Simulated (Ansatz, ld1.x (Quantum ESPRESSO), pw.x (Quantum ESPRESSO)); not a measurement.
## Equation-of-state test of one TM potential (Au)

```
Element                 : gold
Generator               : ld1.x (Quantum ESPRESSO) 7.5
Type                    : norm-conserving Troullier–Martins (Kleinman–Bylander form)
Functional              : PBE
Relativity              : scalar-relativistic
Frozen core             : [Xe] 4f14
Valence charge          : 11
Reference configuration : 5d10 6s1 6p0
Partial waves           : 6s (bound): rc 2.55 bohr; 5d (bound): rc 1.25 bohr; 6p (bound, empty): rc 3.70 bohr
Local potential         : the p channel
Core correction         : a·sin(br)/r model core inside 1.20 bohr
```

Crystal test: diamond Au in pw.x 7.5, no spin, 8³ k-points, Fermi–Dirac smearing 0.01 Ry, cutoffs 110/440 Ry. The reference is all-electron LAPW (Ansatz 0.2.0) with the same functional, mesh and smearing; V0 and B0 come from Birch–Murnaghan fits to the pressures at five volumes. Errors are pseudo minus all-electron; Δ is the rms difference of the E(V) curves that follow from these fits, minima aligned, over ±6 % about the mean V0. Mesh and smearing are coarse, so the numbers serve the comparison and aren't converged zero-temperature values; the lattice is a test structure that the element need not adopt.

| V (Å³/atom) | P all-electron (GPa) | P pseudo (GPa) |
| --- | --- | --- |
| 27.723 | 3.21 | 6.80 |
| 28.452 | 1.50 | 4.69 |
| 29.182 | 0.06 | 2.92 |
| 29.912 | -1.15 | 1.44 |
| 30.641 | -2.18 | 0.17 |

All-electron: a0 = 6.160 Å (V0 = 29.22 Å³/atom), B0 = 52.6 GPa.

Pseudopotential: mean pressure error (GPa): +2.92. The pressure does not cross zero within the volumes sampled, so no fit is given. The largest radius (3.70 bohr) exceeds half the bond length (2.52 bohr), so the spheres overlap, which is one possible source of error among others. This is a poor potential for the solid. Atomic configuration tests: 2 of 7 tests not solved or not reliable.

At the middle volume, how do free energy and pressure move when the wave cutoff is lowered (ecutrho kept at four times it)?

```csv
cutoff (Ry),shift of F (meV/atom),shift of P (GPa)
50,+187.8,+0.01
66,+80.1,-1.15
88,+2.7,+0.10
```

The run at the middle volume (29 k-points, 8 iterations) took about 22 s on one core of a shared host (AMD EPYC 9R45 96-Core Processor, 96 threads, 376 GiB, load 39).
